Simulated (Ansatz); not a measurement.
The reference is LaAlO₃ in the cubic perovskite structure (space group Pm-3m, No. 221; a = 3.786 Å).

Calculations: r2SCAN in Ansatz (plane waves to 500 eV, PAW, scalar-relativistic without spin-orbit coupling), earlier PAW set.

Before the change:

* **Lattice parameter a**: 3.786 Å

It is then changed as follows: a hydrostatic pressure of 50 GPa.

### Question
What happens to the hole mass and lattice parameter a?

### Answer
The hole mass (degenerate bands, along [100]) amounts to 0.51, 1.2, 1.2 mₑ (at Γ); the lattice parameter a falls by 0.204 Å (3.786 Å → 3.582 Å).

The levels and masses belong to the bands next to the band gap. Load acts through the strain it causes; cell and atoms are relaxed under it. Effective masses come from finite differences of ±0.01 Å⁻¹. Whether these cells are dynamically stable was not tested. No other phases were tried under pressure. Many cubic perovskites are stable only at high temperature; tilts and polar distortions were not tested.

Ansatz is a program for electronic structure.
